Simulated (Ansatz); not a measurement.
Born–Oppenheimer molecular dynamics of a periodic cell of 15 atoms, BaTiO3 (surface BaTiO3(001)). It starts from a relaxed structure.

Theory: Ansatz 0.2.0, DFT PBE-D3(BJ), scalar-relativistic, plane waves, PAW. Settings: PAW set soft_1, cutoff 200 eV, k mesh 2x2x1, fermi-dirac smearing 0.05 eV, no spin polarisation.

| Property | Result |
| --- | --- |
| ensemble | NVE (velocity Verlet) |
| time step | 1.5 fs |
| steps asked | 200 |
| starting velocities drawn for | 600 K |
| atoms held | 1 to 5 |
| seed | 582299 |

First frame:

```xyz
15
Lattice="5.6540 0.0000 0.0000 -2.8270 4.8965 0.0000 0.0000 0.0000 18.7059" Properties=species:S:1:pos:R:3
Ba 0.000 0.000 1.000
Ti 0.000 3.264 2.070
O 0.000 4.869 1.095
O -1.390 2.462 1.095
O 1.390 2.462 1.095
Ba 2.827 1.632 3.010
Ti 0.000 0.000 4.512
O 0.000 1.599 3.645
O 1.442 4.097 3.645
O -1.442 4.097 3.645
Ba 0.000 3.264 5.632
Ti 2.827 1.632 6.700
O 2.827 3.276 6.090
O 1.403 0.810 6.090
O 4.251 0.810 6.090
```

(1) What does the run give?

(2) What happens to the structure?

(3) How do temperature and energy run in time?

Answers

(1) All steps were run.

```yaml
steps_done: 200
time_covered: 300 fs
mean_temperature_over_the_second_half: 487 K
spread_of_the_potential_energy_over_the_second_half: 10.7 meV per atom
mean_potential_energy_of_the_second_half_above_the_start: 9.7 meV per atom
```

The conserved energy stayed within 0.22 meV per atom of its start (net change 0.12 meV per atom), so the integration is sound. A run of 0.3 ps of so small a system gives no equilibrium averages. The plane-wave cutoff is below what these datasets need, so energies and pressures aren't converged. Limits of this set-up: coarse k mesh, thin slab, slab without dipole correction.

(2) Mean squared displacements from the first frame to the last: Ba 0.01 Å², Ti 0.04 Å², O 0.06 Å². Another seed would give other details.

(3) 
```
time (fs)  T (K)  potential energy less start (eV)  conserved less start (meV/atom)
      0.0    600                             0.000                             0.00
     15.0    609                            -0.013                            -0.11
     30.0    439                             0.207                            -0.05
     45.0    294                             0.396                             0.03
     60.0    452                             0.190                            -0.09
     75.0    445                             0.200                             0.00
     90.0    420                             0.234                             0.12
    105.0    633                            -0.044                            -0.08
    120.0    586                             0.016                            -0.11
    135.0    351                             0.323                             0.07
    150.0    320                             0.362                             0.04
    165.0    552                             0.059                            -0.17
    180.0    608                            -0.012                            -0.15
    195.0    454                             0.190                             0.07
    210.0    494                             0.136                            -0.03
    225.0    602                            -0.006                            -0.19
    240.0    317                             0.366                             0.03
    255.0    286                             0.407                             0.07
    270.0    700                            -0.132                            -0.18
    285.0    590                             0.012                            -0.05
    300.0    439                             0.209                             0.12
```

Time of the run: 6.1 min on 1 thread of Intel(R) Xeon(R) Platinum 8488C (Sapphire Rapids) (shared host), peak memory 0.56 GiB.
